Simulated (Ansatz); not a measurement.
# N_C in C (Fd-3m) against the share of exact exchange

Question: how much does the share of exact exchange change the (+1/0) level of N_C in C (Fd-3m), and what does each choice cost? Model: a cell of 128 host atoms with 1 C taken out and 1 N put in.

Program: Ansatz 0.2.0. Level of theory: plane-wave PAW DFT; relaxations with PBEsol, then single points with PBEsol and PBE0 form with several shares of exact exchange, on supercells at fixed charge in a uniform background. Results are calculated unless marked as measured.

Most raw output is cut from this account.

### Step 1. The structure

The cell holds 128 atoms: 127 C and 1 N. Cell: a = 10.052 Å, b = 10.052 Å, c = 10.052 Å, α = 60.0°, β = 60.0°, γ = 60.0°. It derives from C (space group Fd-3m). Nearest the centre at fractional (0.500, 0.500, 0.500): N85 at 0.00 Å, C84 at 1.54 Å, C78 at 1.54 Å, C54 at 1.54 Å, C86 at 1.54 Å, C55 at 2.51 Å, C61 at 2.51 Å, C53 at 2.51 Å. The cell carries charge +1.

The host's dielectric constants go in as inputs: 5.87 for the electrons alone, 5.87 with the ions, computed on the host (DFPT, PBEsol).

The cell's shortest repeat is 10.1 Å.

### Step 2. Relaxing both charge states, PBEsol

The study needs fixed structures, so each charge is relaxed once, at one point at (¼, ¼, ¼), from small random displacements that break the symmetry of the site.

Input file qp1.relax/input.yaml:

```yaml
crystal:
  lattice:
    - [0.0, 1.77688097, 1.77688097]
    - [1.77688097, 0.0, 1.77688097]
    - [1.77688097, 1.77688097, 0.0]
  atoms:
    - { symbol: C, position: [0.0, 0.0, 0.0] }
    - { symbol: C, position: [0.25, 0.25, 0.25] }
  supercell: [4, 4, 4]
  defects: [{ substitution: { at: 84, symbol: "N" } }]
total_charge: 1
basis:
  ecutwfc: 420
  xc_grid: 2
hamiltonian:
  xc: pbesol
  pseudopotentials: { kind: paw, azcp: { folder: soft_1 }, xc_functional: pbe }
kpoints:
  mp_grid: { grid: [1, 1, 1], shift: [0.25, 0.25, 0.25] }
scf:
  occupations: { method: fixed }
  max_iter: 100
output:
  forces: true
  charged_corrections:
    epsilon: 5.87
    static_epsilon: 5.87
    defect_position: [0.5, 0.5, 0.5]
relax:
  f_tol: 0.015
  max_steps: 60
  random_displacement: { amplitude: 0.04, seed: 283 }
checkpoint:
  write: "../qp1.relax.run"
  compress: false
  write_wavefunctions: true
  write_every: 100000
```

Launch:

```console
> ansatz run input.yaml --threads 32 --pin off --max-ram 84787MiB --backend cuda --events-out ev --progress --plain --runs-dir out --max-vram 78GiB
```

Elapsed: 5.1 s, on 1 × NVIDIA GB200 with 32 threads of Arm Neoverse V2, shared host; peak memory 1.4 GiB.

Step by step:

| step | energy less that of the first step (eV) | largest force component (eV/Å) |
| --- | --- | --- |
| 1 | 0.0000 | 2.7052 |
| 2 | -3.7005 | 1.3790 |
| 3 | -4.5772 | 0.0467 |
| 4 | -4.5772 | 0.0466 |
| 5 | -4.5780 | 0.0106 |

The atoms that moved most (Å, from the sites as typed, ahead of the random displacement, the mean shift of all atoms taken out):

| atom | dx | dy | dz | length |
| --- | --- | --- | --- | --- |
| C86 | 0.008 | 0.008 | 0.008 | 0.014 |
| C54 | 0.006 | -0.007 | -0.007 | 0.011 |
| C84 | -0.006 | -0.007 | 0.006 | 0.011 |
| C78 | -0.006 | 0.006 | -0.007 | 0.011 |
| C77 | 0.001 | -0.008 | 0.001 | 0.008 |
| C53 | -0.008 | 0.001 | 0.001 | 0.008 |
| C83 | 0.001 | 0.001 | -0.008 | 0.008 |
| C87 | -0.001 | -0.001 | -0.007 | 0.007 |

Neighbours of N85 at the end:

| atom | distance (Å) |
| --- | --- |
| C84 | 1.550 |
| C78 | 1.550 |
| C54 | 1.551 |
| C86 | 1.552 |
| C117 | 2.510 |
| C87 | 2.510 |
| C93 | 2.510 |
| C109 | 2.511 |
| C115 | 2.511 |
| C91 | 2.511 |
| C61 | 2.511 |
| C79 | 2.511 |
| C55 | 2.511 |
| C77 | 2.513 |
| C83 | 2.513 |
| C53 | 2.513 |

| charge | moment set (μB) | steps | largest displacement (Å) | time |
| --- | --- | --- | --- | --- |
| 0 | 1 | 10 | 0.24 | 13 s |
| +1 | 0 | 5 | 0.01 | 5.1 s |

The relaxation ends 36 meV an atom lower than the displaced start, with a largest force component of 0.011 eV/Å.

### Step 3. First setting: 0 (PBEsol)

Exact exchange opens the gap of the host. A level of a localised state need not follow either band edge, so its distance to each edge changes. The single points sample a 2×2×2 shifted mesh.

Input file qp1.a0/input.yaml:

```yaml
crystal:
  checkpoint: "../qp1.relax.run"
  host: checkpoint
total_charge: 1
basis:
  ecutwfc: 420
  xc_grid: 2
hamiltonian:
  xc: pbesol
  pseudopotentials: { kind: paw, azcp: { folder: soft_1 }, xc_functional: pbe }
kpoints:
  mp_grid: { grid: [2, 2, 2], shift: [0.5, 0.5, 0.5] }
scf:
  occupations: { method: fixed }
  max_iter: 100
output:
  forces: true
  charged_corrections:
    epsilon: 5.87
    static_epsilon: 5.87
    defect_position: [0.5, 0.5, 0.5]
  eigenvalues: true
  eigenstates: { localisation: true }
checkpoint:
  read: "../qp1.relax.run"
  write: "../qp1.a0.run"
  compress: false
  write_wavefunctions: false
  write_every: 100000
```

Elapsed: 3 s, on 1 × NVIDIA GB200 with 32 threads; peak memory 1.4 GiB; 21 s of CPU time.

Both charges and the host at this setting go to place-levels, which corrects for the image charge and aligns the potentials.

Input file levels.a0.yaml:

```yaml
host:
  run: host.a0.run
states: [q0_M1.a0.run, qp1.a0.run]
geometry_from:
  q0_M1.a0.run: q0_M1.relax.run
  qp1.a0.run: qp1.relax.run
  host.a0.run: host.relax.run
chemical_potentials:
  C:
    energy: -246.668769
    dataset: "<sha256 of the dataset>"
  "N":
    energy: -378.476431
    dataset: "<sha256 of the dataset>"
```

Launch:

```console
> ansatz place-levels levels.a0.yaml -- --threads 32 --pin off --max-ram 84787MiB --backend cuda --max-vram 78GiB
```

It took 0.21 s on 32 threads.

At this setting the gap is 4.004 eV and (+1/0) lies 2.823 eV above the valence top.

### Step 4. The other settings

From the second setting on only the share changes; the first is PBEsol, whose semilocal part differs from that of the hybrids. The next input; the others follow the same pattern (0.2, 0.25, 0.3 and 0.4):

qp1.a10/input.yaml, as its differences from qp1.a0/input.yaml of step 3:

```diff
@@ -8,4 +8,4 @@
 hamiltonian:
-  xc: pbesol
-  pseudopotentials: { kind: paw, azcp: { folder: soft_1 }, xc_functional: pbe }
+  xc: { preset: pbe0, exx: 0.1 }
+  pseudopotentials: { kind: paw, azcp: { folder: soft_1 } }
 kpoints:
@@ -25,3 +25,3 @@
   read: "../qp1.relax.run"
-  write: "../qp1.a0.run"
+  write: "../qp1.a10.run"
   compress: false
```

### Step 5. Result against cost

Times of the states on 1 × NVIDIA GB200 with 32 threads of Arm Neoverse V2, shared host; the host is run again at each setting:

| share of exact exchange | gap (eV) | (+1/0) above the valence top (eV) | under the conduction bottom (eV) | time, both charge states | time, host and placing | peak memory of a state (GiB) |
| --- | --- | --- | --- | --- | --- | --- |
| 0 (PBEsol) | 4.004 | 2.823 | 1.181 | 9.1 s | 2.2 s | 1.6 |
| 0.1 | 4.874 | 3.231 | 1.643 | 59 s | 34 s | 6.0 |
| 0.2 | 5.630 | 3.620 | 2.010 | 62 s | 34 s | 6.1 |
| 0.25 | 6.012 | 3.816 | 2.196 | 68 s | 42 s | 6.1 |
| 0.3 | 6.397 | 4.013 | 2.384 | 69 s | 39 s | 6.0 |
| 0.4 | 7.174 | 4.411 | 2.763 | 76 s | 43 s | 6.2 |

### Step 6. Results

```json
{
  "(plus 1/0) level, 0 (PBEsol)": "2.82 eV",
  "(plus 1/0) level, 0.1": "3.23 eV",
  "(plus 1/0) level, 0.2": "3.62 eV",
  "(plus 1/0) level, 0.25": "3.82 eV",
  "(plus 1/0) level, 0.3": "4.01 eV",
  "(plus 1/0) level, 0.4": "4.41 eV",
  "slope of the gap among the hybrids": "0.77 eV per 0.1 of exact exchange"
}
```

From a share of 0 (PBEsol) to 0.4 the gap opens from 4.00 to 7.17 eV and (+1/0) moves from 2.82 to 4.41 eV above the valence top. Among the hybrids, by fitted slopes, the level takes 51 % of the gap's opening, between the two edges, as a localised state does. The atoms were held at the semilocal structure, so a distortion that exact exchange would bring is missing. The program warns that hybrid band edges depend on the exchange mesh, which was not varied here; the gaps and slopes may carry that error. Only the charges 0 and +1 were run, each from one start, so (+1/0) need not be a change between stable states. Limits: the structures are those of PBEsol; force components of up to 0.50 eV/Å remain in a run at the final settings.

[Logs are printed without paths, hosts, clocks, repeated set-up lines and the standing remarks that a program may print on its own settings, such as how far it seeks lower states.]

[Hosts, paths, dates, database ids (printed as entryN), source tags and the programs' standing remarks are cut or masked in the printed files.]

[Where a table of states has a column of steps, it counts the stored structures, which are thinned; the runs took as many ionic steps or more.]

[For some hosts the program warned that the k-mesh of the response run may be too coarse for force constants and the static dielectric constant; such warnings are not shown here.]
